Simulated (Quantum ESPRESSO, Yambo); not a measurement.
**SiC (F-43m): G0W0 in Yambo against the screening cutoff**

How does the gap of SiC (F-43m) converge in the screening cutoff?

Main program and level: Yambo 5.3.0; PBE and many-body steps on it, plane waves.

**1. The starting structure**

Symmetry: F-43m, No. 216, cubic system. Conventional cell: a = 4.358 Å, b = 4.358 Å, c = 4.358 Å, α = 90.00°, β = 90.00°, γ = 90.00°. Nearest to Si lie 4 C at 1.89 Å. Nearest to C lie 4 Si at 1.89 Å. Farther neighbours are not listed.

Structure file:

```
Si C
1.0
     0.00000    2.17900    2.17900
     2.17900    0.00000    2.17900
     2.17900    2.17900    0.00000
Si C
1 1
Direct
  0.00000 0.00000 0.00000
  0.25000 0.25000 0.25000
```

The cell and positions come from the Crystallography Open Database and are kept as given unless a step says otherwise.

**2. 3.25 Ha**

This step: Yambo 5.3.0; G0W0 on PBE, plane waves, norm-conserving pseudopotentials.

G0W0 replaces the xc potential by the self-energy, built once from these orbitals. Only a window of levels is corrected, while the sums run over the empty bands that the input names.

gw7.in reads:

```
HF_and_locXC
gw0
dyson
ppa
em1d
rim_cut
RandQpts= 1000000
RandGvec= 1 RL
EXXRLvcs= 74 Ry
VXCRLvcs= 296 Ry
Chimod= "HARTREE"
% BndsRnXp
 1 | 65 |
%
NGsBlkXp= 6.5 Ry
% LongDrXp
 1 | 1 | 1 |
%
% GbndRnge
 1 | 65 |
%
DysSolver= "n"
ExtendOut
PPAPntXp= 27.21138 eV
% QPkrange
 1 | 1 | 3 | 6 |
 7 | 7 | 3 | 6 |
%
```

Run with:

```
> OMP_NUM_THREADS=1 mpirun -n 4 yambo -F gw7.in -J gw7 -C gw7 > gw7.log
```

The log of the run:

```text
 Yambo, version 5.3.0

 [02] CORE Variables Setup
 =========================

  [... cell, symmetries and grids as in the set-up ...]

  [02.05] Energies & Occupations
  ==============================

  [X] === General ===
  [X] Electronic Temperature                        :  0.000000  0.000000 [eV K]
  [X] Bosonic    Temperature                        :  0.000000  0.000000 [eV K]
  [X] Finite Temperature mode                       : no
  [X] El. density                                   :  0.38662E+24 [cm-3]
  [X] Fermi Level                                   :  9.496076 [eV]

  [X] === Gaps and Widths ===
  [X] Conduction Band Min                           :  1.361350 [eV]
  [X] Valence Band Max                              :  0.000000 [eV]
  [X] Filled Bands                                  :   4
  [X] Empty Bands                                   :    5  248
  [X] Direct Gap                                    :  4.552957 [eV]
  [X] Direct Gap localized at k                     :   7
  [X] Indirect Gap                                  :  1.361350 [eV]
  [X] Indirect Gap between kpts                     :   1   7
  [X] Last valence band width                       :  4.691459 [eV]
  [X] 1st conduction band width                     :  4.862001 [eV]

 [03] Transferred momenta grid and indexing
 ==========================================

 IBZ Q-points                                      :   8
 BZ  Q-points                                      :   64

 K/Q-points units:
 rlu = crystal or reduced units; cc = cartesian coordinates; iku = interal k-units

 Q [1]          [rlu]:  0.000000  0.000000  0.000000
 Q [2]          [rlu]: -0.86518E-17 -0.86518E-17  0.25000
 Q [3]          [rlu]:  0.17304E-16  0.17304E-16 -0.50000
 Q [4]          [rlu]:  0.23594E-17  0.25000      0.25000
 Q [5]          [rlu]:  0.14582E-17  0.25000      0.50000
 Q [6]          [rlu]: -0.93719E-16  0.25000     -0.25000
 Q [7]          [rlu]: -0.47188E-17 -0.50000     -0.50000
 Q [8]          [rlu]:  0.250000 -0.500000 -0.250000

 [04] Coloumb potential Random Integration (RIM)
 ===============================================

  [04.01] RIM initialization
  ==========================

  * Diagonal components only detected *

  8 x (sBL volume)        :  0.222050 [a.u.]
  sBZ random points       :  1000000
  Points outside the sBZ  :   7996195
  RL volume               :  1.776402 [a.u.]
  Integrated volume       :  1.777248 [a.u.]

  [04.02] RIM integrals
  =====================

  Gamma point sphere radius             :  0.109842 [a.u.]
  Points outside the sphere             :   799659
  [Int_sBZ(q=0) 1/q^2]*(Vol_sBZ)^(-1/3) =:  7.764404
                                 should be <:  7.795600

  Summary of Coulomb integrals for non-metallic bands |Q|[au] RIM/Bare

  Q [1] 0.100000E-4 0.995998 * Q [2] 0.330365 1.064860
  Q [4] 0.381473 1.063764 * Q [6] 0.539484 1.026684
  Q [5] 0.632601 1.019317 * Q [3] 0.660731 1.017217
  Q [7] 0.762946 1.013693 * Q [8] 0.853000 1.010740

 [WARNING] [Xp] User bands 1-65 break level degeneracy

 [05] Dipoles
 ============

  [05.01] Setup: observables and procedures
  =========================================

 [06] Dynamic Dielectric Matrix (PPA)
 ====================================

 [WR./gw7//ndb.pp]---------------------------------------------------------------
  Brillouin Zone Q/K grids (IBZ/BZ)                :    8   64    8   64
  RL vectors                                       :  1917 [WF]
  Coulomb cutoff potential                         : none
  Electronic Temperature                           :  0.000000 [K]
  Bosonic    Temperature                           :  0.000000 [K]
  PPA    diel. fun.  energies                      : Perdew, Burke & Ernzerhof(X)+Perdew, Burke & Ernzerhof(C)
  wavefunctions                                    : Perdew, Burke & Ernzerhof(X)+Perdew, Burke & Ernzerhof(C)
  Global Gauge                                     : length
  X matrix size                                    :   51
  X band range                                     :    1   65
  X e/h energy range                               : -1.000000 -1.000000 [eV]
  X Time ordering                                  : R
  X Hxc Kernel                                     : HARTREE
  X Drude frequency                                :  0.000000  0.000000
  X poles                                          :  100.0000 [o/o]
  RL vectors in the sum                            :  1917
  [r,Vnl] included                                 : yes
  Field direction                                  :  0.577350E-5  0.577350E-5  0.577350E-5
  BZ energy Double Grid                            : no
  BZ energy DbGd points                            : 0
  BZ Q point size factor                           : -1.000000
  X Optical Averaged directions                    : none

 [07] Local Exchange-Correlation + Non-Local Fock
 ================================================

 [VXC] Plane waves :  12039
 [EXS] Plane waves :  1471

 QP @ state[ 1 ] K range:  1  1
 QP @ state[ 1 ] b range:   3   6
 QP @ state[ 2 ] K range:   7   7
 QP @ state[ 2 ] b range:   3   6

 [xc] Functional : Perdew, Burke & Ernzerhof(X)+Perdew, Burke & Ernzerhof(C)
 [xc] LIBXC used to calculate xc functional
  PP Number of Atomic Species                      :  2
  NLCC RL compoments                               :  12039
  PP Number of Atomic Species                      :  2
  NLCC RL compoments                               :  12039

 [xc] E_xc :  -3.053998 [Ha]
      E_xc :  -6.107995 [Ry]

  Local XC kind (lXC) : Perdew, Burke & Ernzerhof(X)+Perdew, Burke & Ernzerhof(C)
  Non-Local XC kind (nlXC) : Hartree-Fock

  Corrections @ K [1] :  [eV]
 <3|nlXC|3> = -17.57123  0.98688E-17 <3|lXC|3> = -14.95033  0.18882E-15
 <4|nlXC|4> = -17.57121 -0.10077E-17 <4|lXC|4> = -14.95033  0.94408E-16
 <5|nlXC|5> = -7.437648 -0.29455E-17 <5|lXC|5> = -13.20450  0.18882E-15
 <6|nlXC|6> = -5.781185 -0.67415E-17 <6|lXC|6> = -11.30885 -0.23601E-16

  Corrections @ K [7] :  [eV]
 <3|nlXC|3> = -17.40550 -0.26481E-17 <3|lXC|3> = -13.57451  0.26553E-16
 <4|nlXC|4> = -17.40547 -0.38751E-17 <4|lXC|4> = -13.57451  0.12057E-20
 <5|nlXC|5> = -6.232449 -0.21416E-17 <5|lXC|5> = -10.47272 -0.23603E-16
 <6|nlXC|6> = -5.875215  0.57940E-17 <6|lXC|6> = -10.74820  0.47204E-16

 [08] Dyson equation: Newton solver
 ==================================

  [08.01] G0W0 (W PPA)
  ====================

  [  GW  ] Bands range     :    1   65
  [GW/PPA] G damping       :  0.100000 [eV]

  QP @ state[ 1 ] K range:  1  1
  QP @ state[ 1 ] b range:   3   6
  QP @ state[ 2 ] K range:   7   7
  QP @ state[ 2 ] b range:   3   6

   Sc/G bands                                       :    1   65
   Sc/G damping                                     :  0.100000 ev
   Sc bands terminator                              : no
   Sx RL components                                 :  1471

   QP @ state[ 1 ] K range                          :  1  1
   QP @ state[ 1 ] b range                          :   3   6
   QP @ state[ 2 ] K range                          :   7   7
   QP @ state[ 2 ] b range                          :   3   6
   GF energies kind                                 : Perdew, Burke & Ernzerhof(X)+Perdew, Burke & Ernzerhof(C)
   GF WF`s kind                                     : Perdew, Burke & Ernzerhof(X)+Perdew, Burke & Ernzerhof(C)
   Xs energies kind                                 : Perdew, Burke & Ernzerhof(X)+Perdew, Burke & Ernzerhof(C)
   Xs WF`s kind                                     : Perdew, Burke & Ernzerhof(X)+Perdew, Burke & Ernzerhof(C)

 [11] Game Over & Game summary
```

Run time: 8 s. Hardware: 4 MPI ranks of Arm Neoverse V1, shared host; peak memory 1.1 GiB; 28 s of CPU time.

This step gave:

```yaml
g0w0_gap_on_the_points_computed: 1.901 eV
starting_gap_on_the_mesh: 1.361 eV
k_of_the_valence_top: 0, 0, 0
k_of_the_conduction_bottom: 0, -0.5, -0.5
least_direct_g0w0_gap_on_the_computed_points: 5.467 eV
z_at_the_valence_top: 0.8007
z_at_the_conduction_bottom: 0.8249
```

The gap on the mesh goes from 1.36 eV to 1.90 eV, a correction of +0.54 eV.

**3. 5.25 Ha**

gw8.in, as its differences from gw7.in of step 2:

```diff
@@ -14,3 +14,3 @@
 %
-NGsBlkXp= 6.5 Ry
+NGsBlkXp= 10.5 Ry
 % LongDrXp
```

Run with:

```
> OMP_NUM_THREADS=1 mpirun -n 4 yambo -F gw8.in -J gw8 -C gw8 > gw8.log
```

The log of the run:

```text
 Yambo, version 5.3.0

 [02] CORE Variables Setup
 =========================

  [... cell, symmetries and grids as in the set-up ...]

  [02.05] Energies & Occupations
  ==============================

  [X] === General ===
  [X] Electronic Temperature                        :  0.000000  0.000000 [eV K]
  [X] Bosonic    Temperature                        :  0.000000  0.000000 [eV K]
  [X] Finite Temperature mode                       : no
  [X] El. density                                   :  0.38662E+24 [cm-3]
  [X] Fermi Level                                   :  9.496076 [eV]

  [X] === Gaps and Widths ===
  [X] Conduction Band Min                           :  1.361350 [eV]
  [X] Valence Band Max                              :  0.000000 [eV]
  [X] Filled Bands                                  :   4
  [X] Empty Bands                                   :    5  248
  [X] Direct Gap                                    :  4.552957 [eV]
  [X] Direct Gap localized at k                     :   7
  [X] Indirect Gap                                  :  1.361350 [eV]
  [X] Indirect Gap between kpts                     :   1   7
  [X] Last valence band width                       :  4.691459 [eV]
  [X] 1st conduction band width                     :  4.862001 [eV]

 [03] Transferred momenta grid and indexing
 ==========================================

 IBZ Q-points                                      :   8
 BZ  Q-points                                      :   64

 K/Q-points units:
 rlu = crystal or reduced units; cc = cartesian coordinates; iku = interal k-units

 Q [1]          [rlu]:  0.000000  0.000000  0.000000
 Q [2]          [rlu]: -0.86518E-17 -0.86518E-17  0.25000
 Q [3]          [rlu]:  0.17304E-16  0.17304E-16 -0.50000
[...]
NLCC RL compoments                               :  12039
  PP Number of Atomic Species                      :  2
  NLCC RL compoments                               :  12039

 [xc] E_xc :  -3.053998 [Ha]
      E_xc :  -6.107995 [Ry]

  Local XC kind (lXC) : Perdew, Burke & Ernzerhof(X)+Perdew, Burke & Ernzerhof(C)
  Non-Local XC kind (nlXC) : Hartree-Fock

  Corrections @ K [1] :  [eV]
 <3|nlXC|3> = -17.57123  0.98688E-17 <3|lXC|3> = -14.95033  0.18882E-15
 <4|nlXC|4> = -17.57121 -0.10077E-17 <4|lXC|4> = -14.95033  0.94408E-16
 <5|nlXC|5> = -7.437648 -0.29455E-17 <5|lXC|5> = -13.20450  0.18882E-15
[...]
Corrections @ K [7] :  [eV]
[...]
<5|nlXC|5> = -6.232449 -0.21416E-17 <5|lXC|5> = -10.47272 -0.23603E-16
 <6|nlXC|6> = -5.875215  0.57940E-17 <6|lXC|6> = -10.74820  0.47204E-16

 [08] Dyson equation: Newton solver
 ==================================

  [08.01] G0W0 (W PPA)
  ====================

  [  GW  ] Bands range     :    1   65
  [GW/PPA] G damping       :  0.100000 [eV]

  QP @ state[ 1 ] K range:  1  1
  QP @ state[ 1 ] b range:   3   6
  QP @ state[ 2 ] K range:   7   7
  QP @ state[ 2 ] b range:   3   6

   Sc/G bands                                       :    1   65
   Sc/G damping                                     :  0.100000 ev
   Sc bands terminator                              : no
   Sx RL components                                 :  1471

   QP @ state[ 1 ] K range                          :  1  1
   QP @ state[ 1 ] b range                          :   3   6
   QP @ state[ 2 ] K range                          :   7   7
   QP @ state[ 2 ] b range                          :   3   6
   GF energies kind                                 : Perdew, Burke & Ernzerhof(X)+Perdew, Burke & Ernzerhof(C)
   GF WF`s kind                                     : Perdew, Burke & Ernzerhof(X)+Perdew, Burke & Ernzerhof(C)
   Xs energies kind                                 : Perdew, Burke & Ernzerhof(X)+Perdew, Burke & Ernzerhof(C)
   Xs WF`s kind                                     : Perdew, Burke & Ernzerhof(X)+Perdew, Burke & Ernzerhof(C)

 [11] Game Over & Game summary
```

Elapsed: 9.8 s, on 4 MPI ranks; peak memory 1.1 GiB; 35 s of CPU time.

Numbers from this step:

* G0W0 gap on the points computed: 1.993 eV
* starting gap on the mesh: 1.361 eV
* k of the valence top: 0, 0, 0
* k of the conduction bottom: 0, -0.5, -0.5
* least direct G0W0 gap on the computed points: 5.538 eV
* Z at the valence top: 0.7988
* Z at the conduction bottom: 0.8245

Against the run before, the gap moves by +0.091 eV.

**4. 10.5 Ha**

gw9.in, as its differences from gw8.in of step 3:

```diff
@@ -14,3 +14,3 @@
 %
-NGsBlkXp= 10.5 Ry
+NGsBlkXp= 21 Ry
 % LongDrXp
```

Run with:

```
> OMP_NUM_THREADS=1 mpirun -n 4 yambo -F gw9.in -J gw9 -C gw9 > gw9.log
```

The log of the run:

```text
 Yambo, version 5.3.0

 [02] CORE Variables Setup
 =========================

  [... cell, symmetries and grids as in the set-up ...]

  [02.05] Energies & Occupations
  ==============================

  [X] === General ===
  [X] Electronic Temperature                        :  0.000000  0.000000 [eV K]
  [X] Bosonic    Temperature                        :  0.000000  0.000000 [eV K]
  [X] Finite Temperature mode                       : no
  [X] El. density                                   :  0.38662E+24 [cm-3]
[...]
QP @ state[ 1 ] b range                          :   3   6
   QP @ state[ 2 ] K range                          :   7   7
   QP @ state[ 2 ] b range                          :   3   6
   GF energies kind                                 : Perdew, Burke & Ernzerhof(X)+Perdew, Burke & Ernzerhof(C)
   GF WF`s kind                                     : Perdew, Burke & Ernzerhof(X)+Perdew, Burke & Ernzerhof(C)
   Xs energies kind                                 : Perdew, Burke & Ernzerhof(X)+Perdew, Burke & Ernzerhof(C)
   Xs WF`s kind                                     : Perdew, Burke & Ernzerhof(X)+Perdew, Burke & Ernzerhof(C)

 [11] Game Over & Game summary
```

The job ended after 36 s (4 MPI ranks; peak memory 1.1 GiB; 2.3 min of CPU time).

Numbers from this step:

```yaml
g0w0_gap_on_the_points_computed: 2.031 eV
starting_gap_on_the_mesh: 1.361 eV
k_of_the_valence_top: 0, 0, 0
k_of_the_conduction_bottom: 0, -0.5, -0.5
least_direct_g0w0_gap_on_the_computed_points: 5.561 eV
```

Against the run before, the gap moves by +0.038 eV.

**5. 13 Ha**

gw10.in, as its differences from gw9.in of step 4:

```diff
@@ -14,3 +14,3 @@
 %
-NGsBlkXp= 21 Ry
+NGsBlkXp= 26 Ry
 % LongDrXp
```

Run with:

```
> OMP_NUM_THREADS=1 mpirun -n 4 yambo -F gw10.in -J gw10 -C gw10 > gw10.log
```

The log of the run:

```text
 Yambo, version 5.3.0

 [02] CORE Variables Setup
 =========================

  [... cell, symmetries and grids as in the set-up ...]

  [02.05] Energies & Occupations
  ==============================

  [X] === General ===
  [X] Electronic Temperature                        :  0.000000  0.000000 [eV K]
  [X] Bosonic    Temperature                        :  0.000000  0.000000 [eV K]
  [X] Finite Temperature mode                       : no
  [X] El. density                                   :  0.38662E+24 [cm-3]
[...]
QP @ state[ 1 ] b range                          :   3   6
   QP @ state[ 2 ] K range                          :   7   7
   QP @ state[ 2 ] b range                          :   3   6
   GF energies kind                                 : Perdew, Burke & Ernzerhof(X)+Perdew, Burke & Ernzerhof(C)
   GF WF`s kind                                     : Perdew, Burke & Ernzerhof(X)+Perdew, Burke & Ernzerhof(C)
   Xs energies kind                                 : Perdew, Burke & Ernzerhof(X)+Perdew, Burke & Ernzerhof(C)
   Xs WF`s kind                                     : Perdew, Burke & Ernzerhof(X)+Perdew, Burke & Ernzerhof(C)

 [11] Game Over & Game summary
```

Elapsed: 49 s, on 4 MPI ranks; peak memory 1.1 GiB; 3.2 min of CPU time.

Numbers from this step:

```
G0W0 gap on the points computed              : 2.032 eV
starting gap on the mesh                     : 1.361 eV
k of the valence top                         : 0, 0, 0
k of the conduction bottom                   : 0, -0.5, -0.5
least direct G0W0 gap on the computed points : 5.562 eV
```

Against the run before, the gap moves by +0.002 eV.

**6. 16.25 Ha**

gw11.in, as its differences from gw10.in of step 5:

```diff
@@ -14,3 +14,3 @@
 %
-NGsBlkXp= 26 Ry
+NGsBlkXp= 32.5 Ry
 % LongDrXp
```

Run with:

```
> OMP_NUM_THREADS=1 mpirun -n 4 yambo -F gw11.in -J gw11 -C gw11 > gw11.log
```

The log of the run:

```text
 Yambo, version 5.3.0

 [02] CORE Variables Setup
 =========================

  [... cell, symmetries and grids as in the set-up ...]

  [02.05] Energies & Occupations
  ==============================

  [X] === General ===
  [X] Electronic Temperature                        :  0.000000  0.000000 [eV K]
  [X] Bosonic    Temperature                        :  0.000000  0.000000 [eV K]
  [X] Finite Temperature mode                       : no
  [X] El. density                                   :  0.38662E+24 [cm-3]
[...]
QP @ state[ 1 ] b range                          :   3   6
   QP @ state[ 2 ] K range                          :   7   7
   QP @ state[ 2 ] b range                          :   3   6
   GF energies kind                                 : Perdew, Burke & Ernzerhof(X)+Perdew, Burke & Ernzerhof(C)
   GF WF`s kind                                     : Perdew, Burke & Ernzerhof(X)+Perdew, Burke & Ernzerhof(C)
   Xs energies kind                                 : Perdew, Burke & Ernzerhof(X)+Perdew, Burke & Ernzerhof(C)
   Xs WF`s kind                                     : Perdew, Burke & Ernzerhof(X)+Perdew, Burke & Ernzerhof(C)

 [11] Game Over & Game summary
```

It took 85 s on 4 MPI ranks; peak memory 1.1 GiB; 5.6 min of CPU time.

Numbers from this step:

```
G0W0 gap on the points computed              : 2.034 eV
starting gap on the mesh                     : 1.361 eV
k of the valence top                         : 0, 0, 0
k of the conduction bottom                   : 0, -0.5, -0.5
least direct G0W0 gap on the computed points : 5.563 eV
```

Against the run before, the gap moves by +0.002 eV.

**7. The runs together**

Times are wall times on 4 MPI ranks of Arm Neoverse V1, shared host, good to a factor of about two.

```
     run   mesh  bands  screening cutoff (eV)  DFT gap (eV)  gap on the mesh (eV)  direct (eV)   time
 3.25 Ha  4×4×4     65                   88.4         1.361                 1.901        5.467    8 s
 5.25 Ha  4×4×4     65                  142.9         1.361                 1.993        5.538  9.8 s
 10.5 Ha  4×4×4     65                  285.7         1.361                 2.031        5.561   36 s
   13 Ha  4×4×4     65                  353.7         1.361                 2.032        5.562   49 s
16.25 Ha  4×4×4     65                  442.2         1.361                 2.034        5.563   85 s
```

**8. What came out**

```json
{
  "3.25 Ha": "1.901 eV",
  "5.25 Ha": "1.993 eV",
  "10.5 Ha": "2.031 eV",
  "13 Ha": "2.032 eV",
  "16.25 Ha": "2.034 eV",
  "known limits": "not at the basis limit; coarse k mesh"
}
```

**Reading.** The setting moved: screening cutoff. From 3.25 Ha to 16.25 Ha the gap moves by +0.13 eV, for 11 times the time. It holds to 0.03 eV from 10.5 Ha on. Bands and screening cutoff are coupled, so a series along one setting does not show full convergence. Bands and cutoff are finite, so the gap is not at the basis limit. The miss can reach some tenths of an eV and take either sign; the mesh is an error of its own. In the G0W0 runs levels were corrected at 2 k points alone, so a gap called «on the mesh» is the least over those, and an edge elsewhere would be missed. The 4×4×4 mesh is coarse for this cell, which bears on the long-range parts of exchange and screening.

[Paths, hosts, dates, memory and timing lines, banners, echoed tables and standing remarks are left out of the program output.]

[Logs are printed without paths, hosts, clocks, repeated set-up lines and the standing remarks that a program may print on its own settings, such as how far it seeks lower states.]

[Runs of the session that timed out or met a known fault of the program may be left out.]

[Hosts, paths, dates, database ids (printed as entryN), source tags and the programs' standing remarks are cut or masked in the printed files.]
